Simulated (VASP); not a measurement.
An input for VASP 6.6.1 (Se):

File INCAR:

```
SYSTEM = Se
PREC = Accurate
ENCUT = 520
EDIFF = 1E-7
ISMEAR = 0
SIGMA = 1.0
LREAL = .FALSE.
LASPH = .TRUE.
NELM = 60
ALGO = Normal
ISIF = 3
LWAVE = .FALSE.
LCHARG = .FALSE.
GGA = PE
IBRION = 2
NSW = 80
EDIFFG = -0.002
PSTRESS = 1250.0
```

File KPOINTS:

```
Automatic mesh
0
G
  15 15 15
  0 0 0
```

POSCAR

```
Se                                      
1.0
    2.0417840048      1.1788246431      0.8335823941
   -2.0417840048      1.1788246431      0.8335823941
    0.0000000000     -2.3576492861      0.8335823941
  Se            
     1
Direct
     0.0000000000000000    0.0000000000000000    0.0000000000000000
```

Potentials or basis: VASP PAW PBE potentials, release 64 (Se).

Run with:

```bash
$ cat potpaw_PBE.64/Se/POTCAR > POTCAR
$ mpirun -np 1 vasp_std > vasp.out
```

Does this run start?

The run stopped without a result. It printed:

OUTCAR:

```text
SYSTEM = Se
   PREC = Accurate
   ENCUT = 520
   EDIFF = 1E-7
   ISMEAR = 0
   LREAL = .FALSE.
   LASPH = .TRUE.
   NELM = 60
   ISIF = 3
   GGA = PE
[... 47 lines left out ...]
|     E        R     R  R     R  O     O  R     R     ###     ###     ###     |
|     E        R     R  R     R  O     O  R     R     ###     ###     ###     |
|     EEEEE    RRRRRR   RRRRRR   O     O  RRRRRR       #       #       #      |
|     E        R   R    R   R    O     O  R   R                               |
|     E        R    R   R    R   O     O  R    R      ###     ###     ###     |
|     EEEEEEE  R     R  R     R  OOOOOOO  R     R     ###     ###     ###     |
|                                                                             |
|     VERY BAD NEWS! internal error in subroutineSGRCON:Found some            |
|     non-integer element in rotation matrix 7                                |
|                                                                             |
|       ---->  I REFUSE TO CONTINUE WITH THIS SICK JOB ... BYE!!! <----       |
|                                                                             |
 -----------------------------------------------------------------------------
```

On the terminal:

```text
POSCAR found type information on POSCAR Se
 POSCAR found :  1 types and       1 ions
[... 42 lines left out ...]

1
```
